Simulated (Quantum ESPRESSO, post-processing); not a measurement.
# Si/GaAs(110) interfaces, stepped through the in-plane cubic lattice constant, part 5 of 10

Wanted: a table for Si/GaAs(110) interfaces against the in-plane cubic lattice constant, and what can be fitted to it.

Quantum ESPRESSO 7.5; plane-wave DFT, LDA, GBRV ultrasoft pseudopotentials.

So far. Step 2 (Relaxing cell and ions, 5.332 Å):  The last row is no step: it is a fresh SCF in the final cell with a new plane-wave basis, -0 meV from the row before. Step 5 (Variable-cell relaxation, 5.332 Å):  The last row is no step: it is a fresh SCF in the final cell with a new plane-wave basis, -0 meV from the row before.

### 8. SCF with pw.x, 5.332 Å

The self-consistent run of this member.

System of this step: Si/GaAs(110) superlattice, 6 + 6 layers, a = 5.332 Å in the plane. The cell holds 24 atoms: 12 Si, 6 Ga and 6 As. Cell: a = 5.332 Å, b = 3.770 Å, c = 23.995 Å, α = 90.0°, β = 90.0°, γ = 90.0°. The structure's axis is c.

m0.scf.in

```
&control
  prefix = 'm0.scf'
  outdir = './out'
  pseudo_dir = './pseudo'
  calculation = 'scf'
  tprnfor = .true.
/
&system
  ibrav = 0
  nat = 24
  ntyp = 3
  ecutwfc = 40
  ecutrho = 200
  occupations = 'smearing'
  smearing = 'fd'
  degauss = 0.002
/
&electrons
  conv_thr = 1e-08
  mixing_beta = 0.4
  electron_maxstep = 160
  mixing_mode = 'TF'
  mixing_ndim = 12
/
ATOMIC_SPECIES
  Si  28.0850  si_lda_v1.uspp.F.UPF
  Ga  69.7230  ga_lda_v1.4.uspp.F.UPF
  As  74.9216  as_lda_v1.uspp.F.UPF
CELL_PARAMETERS angstrom
  5.33200000000000 0.00000000000000 0.00000000000000
  0.00000000000000 3.77029335700000 0.00000000000000
  0.00000000000000 0.00000000000000 23.99477684400000
ATOMIC_POSITIONS crystal
  Si  -0.001741014700 0.000000000000 0.000000000000
  Si  0.251741016400 0.500000000000 0.000000000000
  Si  0.498258981300 0.500000000000 0.080466150636
  Si  0.751741017000 0.000000000000 0.080466150636
  Si  -0.001741014700 0.000000000000 0.160932301271
  Si  0.251741016400 0.500000000000 0.160932301271
  Si  0.498258981300 0.500000000000 0.241398451907
  Si  0.751741017000 0.000000000000 0.241398451907
  Si  -0.001741014700 0.000000000000 0.321864602543
  Si  0.251741016400 0.500000000000 0.321864602543
  Si  0.498258981300 0.500000000000 0.402330753179
  Si  0.751741017000 0.000000000000 0.402330753179
  Ga  -0.009440004800 0.000000000000 0.482796903814
  As  0.259439928600 0.500000000000 0.482796903814
  Ga  0.490560253100 0.500000000000 0.568997419845
  As  0.759439823100 0.000000000000 0.568997419845
  Ga  -0.009440004800 0.000000000000 0.655197935876
  As  0.259439928600 0.500000000000 0.655197935876
  Ga  0.490560253100 0.500000000000 0.741398451907
  As  0.759439823100 0.000000000000 0.741398451907
  Ga  -0.009440004800 0.000000000000 0.827598967938
  As  0.259439928600 0.500000000000 0.827598967938
  Ga  0.490560253100 0.500000000000 0.913799483969
  As  0.759439823100 0.000000000000 0.913799483969
K_POINTS automatic
  4 6 1 0 0 0
```

Run with:

```sh
> OMP_NUM_THREADS=1 mpirun -n 4 pw.x -nk 2 -in m0.scf.in > m0.scf.out
```

The program printed:

```text
[banner, memory and clock lines left out]
Program PWSCF v.7.5 starts

          URL

     Message from routine setup:
     using ibrav=0 with symmetry is DISCOURAGED, use correct ibrav instead

     bravais-lattice index     =            0
     lattice parameter (alat)  =      10.0760  a.u.
     unit-cell volume          =    3255.2069 (a.u.)^3
     number of atoms/cell      =           24
     number of atomic types    =            3
     number of electrons       =       192.00
     number of Kohn-Sham states=          115
     kinetic-energy cutoff     =      40.0000  Ry
     charge density cutoff     =     200.0000  Ry
     scf convergence threshold =      1.0E-08
     mixing beta               =       0.4000
     number of iterations used =           12  TF        mixing
     Exchange-correlation= SLA  PZ   NOGX NOGC
                           (   1   1   0   0   0   0   0)

     celldm(1)=  10.076020  celldm(2)=   0.000000  celldm(3)=   0.000000
     celldm(4)=   0.000000  celldm(5)=   0.000000  celldm(6)=   0.000000

     crystal axes: (cart. coord. in units of alat)
               a(1) = (   1.000000   0.000000   0.000000 )
               a(2) = (   0.000000   0.707107   0.000000 )
               a(3) = (   0.000000   0.000000   4.500146 )

     reciprocal axes: (cart. coord. in units 2 pi/alat)
               b(1) = (  1.000000  0.000000  0.000000 )
               b(2) = (  0.000000  1.414214  0.000000 )
               b(3) = (  0.000000  0.000000  0.222215 )

     PseudoPot. # 1 for Si read from file:
     ./pseudo/si_lda_v1.uspp.F.UPF
     Pseudo is Ultrasoft + core correction, Zval =  4.0
     Generated by new atomic code, or converted to UPF format
     Using radial grid of  899 points,  6 beta functions with:
                l(1) =   0
                l(2) =   0
                l(3) =   1
                l(4) =   1
                l(5) =   2
                l(6) =   2
     Q(r) pseudized with  8 coefficients,  rinner =    0.900   0.900   0.900
                                                       0.900   0.900

     PseudoPot. # 2 for Ga read from file:
     ./pseudo/ga_lda_v1.4.uspp.F.UPF
     Pseudo is Ultrasoft + core correction, Zval = 19.0
     Generated by new atomic code, or converted to UPF format
     Using radial grid of  871 points,  6 beta functions with:
                l(1) =   0
                l(2) =   0
                l(3) =   1
                l(4) =   1
                l(5) =   2
                l(6) =   2
     Q(r) pseudized with  8 coefficients,  rinner =    1.250   1.250   1.250
                                                       1.250   1.250

     PseudoPot. # 3 for As read from file:
     ./pseudo/as_lda_v1.uspp.F.UPF
     Pseudo is Ultrasoft + core correction, Zval =  5.0
     Generated by new atomic code, or converted to UPF format
     Using radial grid of  875 points,  6 beta functions with:
                l(1) =   0
                l(2) =   0
                l(3) =   1
                l(4) =   1
                l(5) =   2
                l(6) =   2
     Q(r) pseudized with  8 coefficients,  rinner =    1.300   1.300   1.300
                                                       1.300   1.300

     atomic species   valence    mass     pseudopotential
     Si                4.00    28.08500     Si( 1.00)
     Ga               19.00    69.72300     Ga( 1.00)
     As                5.00    74.92160     As( 1.00)

      2 Sym. Ops. (no inversion) found

   Cartesian axes

     site n.     atom                  positions (alat units)
         1        Si     tau(   1) = (  -0.0017410   0.0000000   0.0000000  )
         2        Si     tau(   2) = (   0.2517410   0.3535534   0.0000000  )
         3        Si     tau(   3) = (   0.4982590   0.3535534   0.3621094  )
         4        Si     tau(   4) = (   0.7517410   0.0000000   0.3621094  )
         5        Si     tau(   5) = (  -0.0017410   0.0000000   0.7242188  )
         6        Si     tau(   6) = (   0.2517410   0.3535534   0.7242188  )
         7        Si     tau(   7) = (   0.4982590   0.3535534   1.0863282  )
         8        Si     tau(   8) = (   0.7517410   0.0000000   1.0863282  )
         9        Si     tau(   9) = (  -0.0017410   0.0000000   1.4484376  )
        10        Si     tau(  10) = (   0.2517410   0.3535534   1.4484376  )
        11        Si     tau(  11) = (   0.4982590   0.3535534   1.8105470  )
        12        Si     tau(  12) = (   0.7517410   0.0000000   1.8105470  )
        13        Ga     tau(  13) = (  -0.0094400   0.0000000   2.1726564  )
        14        As     tau(  14) = (   0.2594399   0.3535534   2.1726564  )
        15        Ga     tau(  15) = (   0.4905603   0.3535534   2.5605713  )
        16        As     tau(  16) = (   0.7594398   0.0000000   2.5605713  )
        17        Ga     tau(  17) = (  -0.0094400   0.0000000   2.9484862  )
        18        As     tau(  18) = (   0.2594399   0.3535534   2.9484862  )
        19        Ga     tau(  19) = (   0.4905603   0.3535534   3.3364011  )
        20        As     tau(  20) = (   0.7594398   0.0000000   3.3364011  )
        21        Ga     tau(  21) = (  -0.0094400   0.0000000   3.7243159  )
        22        As     tau(  22) = (   0.2594399   0.3535534   3.7243159  )
        23        Ga     tau(  23) = (   0.4905603   0.3535534   4.1122308  )
        24        As     tau(  24) = (   0.7594398   0.0000000   4.1122308  )

     number of k points=    12  Fermi-Dirac smearing, width (Ry)=  0.0020
                       cart. coord. in units 2pi/alat
        k(    1) = (   0.0000000   0.0000000   0.0000000), wk =   0.0833333
        k(    2) = (   0.0000000   0.2357023   0.0000000), wk =   0.1666667
        k(    3) = (   0.0000000   0.4714045   0.0000000), wk =   0.1666667
        k(    4) = (   0.0000000  -0.7071068   0.0000000), wk =   0.0833333
        k(    5) = (   0.2500000   0.0000000   0.0000000), wk =   0.1666667
        k(    6) = (   0.2500000   0.2357023   0.0000000), wk =   0.3333333
        k(    7) = (   0.2500000   0.4714045   0.0000000), wk =   0.3333333
        k(    8) = (   0.2500000  -0.7071068   0.0000000), wk =   0.1666667
        k(    9) = (  -0.5000000   0.0000000   0.0000000), wk =   0.0833333
        k(   10) = (  -0.5000000   0.2357023   0.0000000), wk =   0.1666667
        k(   11) = (  -0.5000000   0.4714045   0.0000000), wk =   0.1666667
        k(   12) = (  -0.5000000  -0.7071068   0.0000000), wk =   0.0833333

     Dense  grid:   155385 G-vectors     FFT dimensions: (  45,  36, 216)

     Smooth grid:   111307 G-vectors     FFT dimensions: (  45,  30, 192)

[...]
-7.6798  -7.6759  -7.6680  -7.6555  -7.6530  -7.6394  -7.6382  -7.6249
    -7.6145  -7.6077  -7.5598  -7.5426  -7.5403  -7.5031  -7.4792  -7.4627
    -4.2340  -4.0265  -3.8368  -3.8036  -3.4782  -3.4700  -2.4605  -2.4439
    -1.9362  -1.8848  -1.1631  -1.0857  -0.3725  -0.3210   0.3362   0.3522
     0.4057   0.4063   0.6459   0.6769   0.7558   0.7618   0.8822   0.9313
     3.1836   3.2478   3.2794   3.3120   3.7396   3.7530   3.7913   3.7950
     3.9932   4.0056   4.0346   4.0367   4.6370   4.6420   4.6555   4.6608
     4.7859   4.7957   5.1750   5.1829   5.2508   5.2632   5.7181   5.7701
     8.6078   8.6577   8.7499   8.7592   8.8577   8.8880   9.3118   9.3253
     9.4710   9.4735   9.6017   9.6343   9.7282   9.7694  10.7975  10.8094
    10.8366  10.8477  11.0416

          k =-0.5000 0.0000 0.0000 ( 13884 PWs)   bands (ev):

   -86.8717 -86.8612 -86.8596 -86.8486 -86.8381 -86.8364 -86.8320 -86.8310
   -86.8229 -86.8225 -86.8216 -86.8210 -86.7262 -86.7261 -86.6986 -86.6564
   -86.6537 -86.6245  -7.8634  -7.8486  -7.8463  -7.8353  -7.7895  -7.7634
    -7.7623  -7.7395  -7.7300  -7.7275  -7.7252  -7.7240  -7.7040  -7.6891
    -7.6818  -7.6785  -7.6644  -7.6622  -7.6548  -7.6386  -7.6368  -7.6259
    -7.6199  -7.6173  -7.5550  -7.5483  -7.5398  -7.5265  -7.4780  -7.4588
    -5.1846  -5.0265  -4.8521  -4.8102  -4.4964  -4.4854  -3.6591  -3.6434
    -3.2477  -3.1992  -2.7902  -2.7361  -0.0424  -0.0118   0.6939   0.7133
     0.7483   0.7637   2.2360   2.2551   2.3506   2.3728   3.5061   3.5315
     4.7202   4.7403   5.1875   5.1993   5.2985   5.3220   5.3842   5.4518
     5.5834   5.6326   5.7598   5.7658   5.8137   5.8307   5.8379   5.8442
     5.9453   5.9588   6.0751   6.1057   6.2238   6.2383   6.2661   6.3243
     8.2786   8.3471   8.8492   8.8759   9.1038   9.1800   9.3835   9.3954
     9.4808   9.4938   9.7154   9.7396  10.3455  10.4157  10.5582  10.6385
    10.6695  10.6871  10.8691

          k =-0.5000 0.2357 0.0000 ( 13882 PWs)   bands (ev):

   -86.8717 -86.8612 -86.8596 -86.8487 -86.8380 -86.8364 -86.8320 -86.8310
   -86.8229 -86.8224 -86.8216 -86.8209 -86.7262 -86.7261 -86.6986 -86.6564
   -86.6537 -86.6245  -7.8682  -7.8563  -7.8530  -7.8418  -7.8023  -7.7713
    -7.7543  -7.7354  -7.7298  -7.7257  -7.7227  -7.7195  -7.6988  -7.6859
    -7.6839  -7.6770  -7.6614  -7.6590  -7.6582  -7.6431  -7.6412  -7.6246
    -7.6210  -7.6162  -7.5539  -7.5521  -7.5447  -7.5193  -7.4753  -7.4638
    -4.9768  -4.8116  -4.6380  -4.5979  -4.2867  -4.2763  -3.4269  -3.4111
    -3.0084  -2.9598  -2.5410  -2.4855   0.0962   0.1298   0.8059   0.8266
     0.8640   0.8816   2.1020   2.1223   2.2436   2.2642   2.7529   2.7687
     3.9154   3.9461   4.0402   4.0446   4.1973   4.2218   4.2806   4.3067
     4.6237   4.6314   4.9714   4.9894   5.2185   5.2239   5.6836   5.7089
     5.8554   5.8864   5.9812   5.9946   6.0574   6.0609   6.2504   6.3608
     8.9397   9.0343   9.6300   9.7067   9.8841   9.8978  10.1090  10.1235
    10.1670  10.1722  10.2880  10.3158  10.7747  10.7989  10.8243  10.8576
    10.9557  10.9934  11.5619

          k =-0.5000 0.4714 0.0000 ( 13930 PWs)   bands (ev):

   -86.8717 -86.8612 -86.8598 -86.8487 -86.8380 -86.8366 -86.8320 -86.8311
   -86.8229 -86.8226 -86.8215 -86.8211 -86.7263 -86.7262 -86.6986 -86.6565
   -86.6538 -86.6245  -7.8864  -7.8772  -7.8720  -7.8635  -7.8175  -7.7799
    -7.7458  -7.7303  -7.7220  -7.7187  -7.7173  -7.7148  -7.6948  -7.6921
    -7.6830  -7.6698  -7.6670  -7.6501  -7.6490  -7.6487  -7.6476  -7.6253
    -7.6187  -7.6133  -7.5546  -7.5485  -7.5444  -7.5084  -7.4739  -7.4673
    -4.4731  -4.2839  -4.1058  -4.0715  -3.7636  -3.7551  -2.7989  -2.7830
    -2.3475  -2.2992  -1.8252  -1.7639   0.2150   0.2666   0.7129   0.7265
     0.7833   0.8042   0.9886   1.0098   1.1046   1.1207   1.1455   1.1901
     2.8504   2.9029   2.9567   2.9680   3.1342   3.1642   3.8170   3.8231
     3.8681   3.8712   4.4580   4.4768   5.1281   5.1380   5.1488   5.1647
     5.3465   5.3616   5.5646   5.5704   5.9208   5.9296   6.0707   6.1245
     8.6561   8.7383   9.4982   9.5291   9.6696   9.6898   9.9627   9.9922
    10.0742  10.1001  10.7344  10.7577  10.9182  10.9565  11.1689  11.1921
    11.2257  11.2573  11.4622

          k =-0.5000-0.7071 0.0000 ( 13952 PWs)   bands (ev):

   -86.8717 -86.8612 -86.8598 -86.8487 -86.8381 -86.8366 -86.8320 -86.8311
   -86.8229 -86.8226 -86.8216 -86.8211 -86.7263 -86.7263 -86.6987 -86.6565
   -86.6538 -86.6245  -7.8983  -7.8883  -7.8828  -7.8762  -7.8240  -7.7833
    -7.7433  -7.7288  -7.7189  -7.7169  -7.7137  -7.7126  -7.6989  -7.6948
    -7.6761  -7.6740  -7.6635  -7.6526  -7.6514  -7.6420  -7.6407  -7.6297
    -7.6145  -7.6082  -7.5592  -7.5429  -7.5395  -7.5037  -7.4786  -7.4620
    -4.1463  -3.9343  -3.7453  -3.7160  -3.4084  -3.4016  -2.2835  -2.2676
    -1.7642  -1.7180  -1.0170  -0.9540  -0.2829  -0.2464   0.1175   0.1563
     0.1930   0.2016   0.2719   0.2758   0.2878   0.2960   0.3916   0.4702
     2.9011   2.9739   3.0416   3.0713   3.2515   3.2734   3.3886   3.4040
     4.1016   4.1554   4.2694   4.2798   4.3760   4.3838   4.4860   4.5486
     5.3839   5.4372   5.5332   5.5343   5.7742   5.8302   6.1010   6.1094
     8.0407   8.0848   9.5589   9.5938   9.6550   9.6571  10.3130  10.3224
    10.4404  10.4740  10.8611  10.8632  10.9039  10.9166  10.9250  10.9344
    11.0571  11.0880  11.3623

     the Fermi energy is     7.5348 ev

!    total energy              =   -2844.41899041 Ry
     estimated scf accuracy    <          3.1E-09 Ry
     smearing contrib. (-TS)   =      -0.00023093 Ry
     internal energy E=F+TS    =   -2844.41875948 Ry

     The total energy is F=E-TS. E is the sum of the following terms:
     one-electron contribution =   -5099.46262122 Ry
     hartree contribution      =    2620.17052160 Ry
     xc contribution           =    -525.80316969 Ry
     ewald contribution        =     160.67650983 Ry

     convergence has been achieved in  20 iterations

     Forces acting on atoms (cartesian axes, Ry/au):

     atom    1 type  1   force =    -0.00012370    0.00000000   -0.00667639
     atom    2 type  1   force =    -0.00012127    0.00000000   -0.02064964
     atom    3 type  1   force =    -0.00276949    0.00000000    0.00225674
     atom    4 type  1   force =    -0.00706190    0.00000000   -0.00629042
     atom    5 type  1   force =     0.00189075    0.00000000   -0.00045610
     atom    6 type  1   force =    -0.00018353    0.00000000   -0.00012468
     atom    7 type  1   force =     0.00106327    0.00000000    0.00050641
     atom    8 type  1   force =    -0.00022173    0.00000000   -0.00033190
     atom    9 type  1   force =    -0.00300369    0.00000000   -0.00266274
     atom   10 type  1   force =    -0.00498747    0.00000000    0.00432285
     atom   11 type  1   force =     0.01437065    0.00000000   -0.02191981
     atom   12 type  1   force =    -0.01533116    0.00000000   -0.01034706
     atom   13 type  2   force =    -0.00134070    0.00000000    0.00407860
     atom   14 type  3   force =    -0.00127192    0.00000000    0.02005688
     atom   15 type  2   force =     0.00722119    0.00000000   -0.00006086
     atom   16 type  3   force =     0.00417306    0.00000000    0.00577260
     atom   17 type  2   force =     0.00130495    0.00000000   -0.00082523
     atom   18 type  3   force =    -0.00237612    0.00000000   -0.00127987
     atom   19 type  2   force =     0.00191442    0.00000000    0.00122423
     atom   20 type  3   force =    -0.00251876    0.00000000    0.00100266
     atom   21 type  2   force =     0.00749594    0.00000000    0.00128361
     atom   22 type  3   force =     0.00299162    0.00000000   -0.00475129
     atom   23 type  2   force =    -0.01491132    0.00000000    0.02418210
     atom   24 type  3   force =     0.01379691    0.00000000    0.01168929

     Total force =     0.058637     Total SCF correction =     0.000289

     XML data file, charge density, pseudopotentials, collected wavefunctions

                                        0.00s GPU  (     693 calls)
```

Run time: 6.9 min. Hardware: 4 MPI ranks of Arm Neoverse V1, shared host; peak memory 1.4 GiB.

This step gave:

| Item | Value |
| --- | --- |
| free energy | -38700.2919 eV |
| energy at zero smearing | -38700.2903 eV |
| Fermi energy | 7.535 eV |

### 9. Electrostatic potential, 5.332 Å

m0.pot.in

```
&inputpp
  prefix = 'm0.scf'
  outdir = './out'
  filplot = 'm0.pot.dat'
  plot_num = 11
/
```

Run with:

```sh
> OMP_NUM_THREADS=1 mpirun -n 4 pp.x -in m0.pot.in > m0.pot.out
```

The program printed:

```text
[banner, memory and clock lines left out]
Program POST-PROC v.7.5 starts

          URL

     ./out/m0.scf.save/

     IMPORTANT: XC functional enforced from input :
     Exchange-correlation= PZ
                           (   1   1   0   0   0   0   0)
     Any further DFT definition will be discarded
     Please, verify this is what you really want

     Calling punch_plot, plot_num =  11
     Writing data to file  m0.pot.dat
     Message from routine chdens:
     namelist plot not found or invalid, exiting
```

It took 1.5 s on 4 MPI ranks; peak memory 0.16 GiB; 5.7 s of CPU time.

The potential energy, planar mean oscillates, so the rows of the table below give means over windows of 1 Å about each position, cut where the curve ends. Its first 14 maxima inside the range that stand out by 2 % of the span (Å: eV): 1.0: -0.877, 2.9: -0.871, 4.8: -0.922, 6.8: -0.882, 8.7: -0.883, 10.7: -1.000, 11.6: 9.34, 12.7: -0.173, 13.7: 9.41, 14.7: -0.110, 15.8: 9.26, 16.8: -0.114, 17.8: 9.42, 18.8: -0.129. Its first 14 minima: 1.9: -10.0, 3.9: -10.0, 5.8: -10.1, 7.8: -9.99, 9.7: -10.1, 10.9: -2.32, 12.2: -2.24, 13.0: -2.20, 14.3: -2.11, 15.1: -2.14, 16.3: -2.13, 17.1: -2.08, 18.4: -2.17, 19.2: -2.18.

Electrostatic potential energy of an electron; zero at the Fermi level. Table of potential energy, planar mean by z; means over each step:

```csv
z (Å),"potential energy, planar mean (eV)"
0,-8.09
1,-2.56
2,-8.04
3,-2.73
4,-7.85
5,-3.01
6,-7.51
7,-3.40
8,-7.07
9,-3.89
10,-6.60
11,0.920
12,2.78
13,0.640
14,3.41
15,0.145
16,3.98
17,-0.315
18,4.48
19,-0.666
20,4.85
21,-0.933
22,5.18
23,-1.39
```

### 10. The line-up

Bulk edges are hung on the mean potential of each side.

Numbers from this step:

- mean potential in the stack, first crystal: 2.182 eV
- valence top over the bulk's mean potential, first crystal: 5.135 eV
- conduction bottom over the bulk's mean potential, first crystal: 5.347 eV
- slope of the running mean in the stack, first crystal: -0.001722 eV/Å
- period along the stack, first crystal: 3.862 Å
- mean potential in the stack, second crystal: 9.497 eV
- valence top over the bulk's mean potential, second crystal: -1.956 eV
- conduction bottom over the bulk's mean potential, second crystal: -1.863 eV
- slope of the running mean in the stack, second crystal: 0.002405 eV/Å
- period along the stack, second crystal: 4.137 Å

[end of part 5 of 10]

[Logs are printed without paths, hosts, clocks, repeated set-up lines and the standing remarks that a program may print on its own settings, such as how far it seeks lower states.]

[Hosts, paths, dates, database ids (printed as entryN), source tags and the programs' standing remarks are cut or masked in the printed files.]

[Maps of the electrostatic potential energy from Ansatz leave out the sawtooth potential of an applied field or a dipole correction, so their vacuum need not be flat; planar profiles and work functions include it.]
